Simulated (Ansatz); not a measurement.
Computed with DFT PBE, scalar-relativistic, plane waves, PAW in Ansatz 0.2.0. Several structures of Na3H2 were relaxed, and the powder pattern of one of them was computed from 10° to 70° in 2θ (λ = 1.5406 Å; lines under 1 % are left out).

Cu Kα1 powder pattern (kinematic, no thermal factors).
```tsv
2θ (°)	relative intensity
19.86	2
29.97	37
31.63	100
36.21	82
42.90	2
51.06	27
53.21	24
60.35	14
62.28	24
62.29	4
63.24	12
66.07	11
```

Question: Which structure gives it?
1.

```
Na H
1.0
     3.43992    0.00000    0.00000
    -1.71996    2.97906    0.00000
     0.00000    0.00000    8.93623
Na H
3 2
Direct
  0.00000 0.00000 0.00000
  0.33333 0.66667 0.68047
  0.66667 0.33333 0.31953
  0.33333 0.66667 0.15727
  0.66667 0.33333 0.84272
```

2.

```
Na H
1.0
     1.71905    0.99249    8.94864
    -1.71905    0.99249    8.94864
     0.00000   -1.98499    8.94864
Na H
3 2
Cartesian
  0.0000 0.0000 0.0000
  0.0000 0.0000 6.0939
  0.0000 0.0000 20.7520
  0.0000 0.0000 10.3566
  0.0000 0.0000 16.4893
```

3.

```
Na H
1.0
     4.39118    0.00000    0.00000
     0.00000    4.39118    0.00000
     0.00000    0.00000    7.62069
Na H
3 2
Direct
  0.00000 0.00000 0.00000
  0.50000 0.50000 0.50000
  0.00000 0.00000 0.50000
  0.50000 0.00000 0.55095
  0.00000 0.50000 0.44905
```

Answer: 1. Its strongest line, at 2θ = 31.63°, has d = λ/(2 sin θ) = 2.826 Å and is the (1 0 1) reflection of the conventional P-3m1 cell with a = 3.440 Å, c = 8.936 Å. The others have their strongest lines at 32.9° (2); 23.3° (3).

The cells needn't be stable.
